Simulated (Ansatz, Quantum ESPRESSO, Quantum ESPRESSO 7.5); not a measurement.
**H-BN-H chair, 1 layer: biaxial strain by an ASE script**

How do the band edges of H-BN-H chair, 1 layer move against the vacuum when the sheet is stretched?

Main program and level: Quantum ESPRESSO 7.5; plane-wave DFT, PBE, GBRV ultrasoft pseudopotentials (geometry by Ansatz 0.2.0 with PAW datasets; geometry under PBE).

**1. The starting structure**

The cell holds 4 atoms: 2 H, 1 N and 1 B. Its edges and angles: a = 2.557 Å, b = 2.557 Å, c = 17.687 Å, α = 90.0°, β = 90.0°, γ = 120.0°. Vacuum lies along c.

Structure file:

```
CELL_PARAMETERS angstrom
2.55750 0.00000 0.00000
-1.27875 2.21486 0.00000
0.00000 0.00000 17.68667
ATOMIC_POSITIONS crystal
H 0.66667 0.33333 0.42405
N 0.66667 0.33333 0.48172
B 0.33333 0.66667 0.51093
H 0.33333 0.66667 0.57595
```

This sheet is a model structure: its symmetry is held, and its stability is not tested here.

**2. Relaxation with Ansatz**

A relaxation in Ansatz fixes the structure of this slab for the runs on it.

Contents of input.yaml:

```yaml
crystal:
  lattice:
    - [2.5575, 0.0, 0.0]
    - [-1.27875, 2.2148599702, 0.0]
    - [0.0, 0.0, 17.6866666667]
  atoms:
    - { symbol: H, position: [0.6666666667, 0.3333333333, 0.4240482473] }
    - { symbol: "N", position: [0.6666666667, 0.3333333333, 0.4817188089] }
    - { symbol: B, position: [0.3333333333, 0.6666666667, 0.5109310215] }
    - { symbol: H, position: [0.3333333333, 0.6666666667, 0.5759517527] }
kpoints:
  mp_grid: { grid: [12, 12, 1] }
hamiltonian:
  xc: pbe
scf:
  occupations: { method: fermi_dirac, width: 0.05 }
  convergence: { dr2_threshold: 1.0e-08 }
efield:
  axis: 3
  dipole_correction: true
  ramp_position: 0.97
  ramp_width: 0.04
relax:
  f_tol: 0.01
  cell: { fix: [c, alpha, beta] }
output:
  write_potential: true
  write_density: true
  volumetric_format: npy
```

The run is started by

```sh
$ ansatz run input.yaml --threads 2 --pin off --max-ram 4096MiB --backend cpu --events-out ev --progress --plain --runs-dir out
```

The runs that follow: the script; running the series: vdW-DF-cx, GBRV ultrasoft; by hand. Settings of the main run: cutoff 40 Ry, smearing, fd smearing, smearing width 0.002 Ry, SCF threshold 1.00e-9, maxstep 100, strains (-0.03, -0.015, 0, 0.015, 0.03), filled 5, k 18, k2 18, gbrv-pbe-1.5 potentials, 18×18×1 k-mesh, assume isolated esm, esm bc bc1.

Q: Predict the C11 + C12, heights clamped, PBE, GBRV ultrasoft; and gap on the mesh at zero strain, PBE, GBRV ultrasoft.

The sheet's biaxial stiffness comes to 213 N/m and its gap at zero strain to 2.88 eV (PBE, GBRV ultrasoft). From −3 % to +3 % the gap on the mesh goes from 2.56 to 3.14 eV; it is direct at every strain. Heights are clamped under strain, which makes a sheet with several atomic planes too stiff.

- C11 + C12, heights clamped, PBE, GBRV ultrasoft: 213 N/m
- gap on the mesh at zero strain, PBE, GBRV ultrasoft: 2.88 eV
- valence top below the mean of the two vacuum levels at zero strain, PBE, GBRV ultrasoft: 6.02 eV
- shift of the valence top per unit biaxial strain, PBE, GBRV ultrasoft: -6.1 eV
- shift of the conduction bottom per unit biaxial strain, PBE, GBRV ultrasoft: 3.6 eV
- C11 + C12, heights clamped, vdW-DF-cx, GBRV ultrasoft (made under PBE): 211 N/m
- gap on the mesh at zero strain, vdW-DF-cx, GBRV ultrasoft (made under PBE): 2.52 eV
- valence top below the mean of the two vacuum levels at zero strain, vdW-DF-cx, GBRV ultrasoft (made under PBE): 6.12 eV
- shift of the valence top per unit biaxial strain, vdW-DF-cx, GBRV ultrasoft (made under PBE): -5.9 eV
- shift of the conduction bottom per unit biaxial strain, vdW-DF-cx, GBRV ultrasoft (made under PBE): 3.1 eV

Semilocal gaps are too small. The sheet carries a dipole, so the two faces have unlike vacuum levels and the zero lies between them.

[Logs are printed without paths, hosts, clocks, repeated set-up lines and the standing remarks that a program may print on its own settings, such as how far it seeks lower states.]

[Hosts, paths, dates, database ids (printed as entryN), source tags and the programs' standing remarks are cut or masked in the printed files.]

[Maps of the electrostatic potential energy from Ansatz leave out the sawtooth potential of an applied field or a dipole correction, so their vacuum need not be flat; planar profiles and work functions include it.]
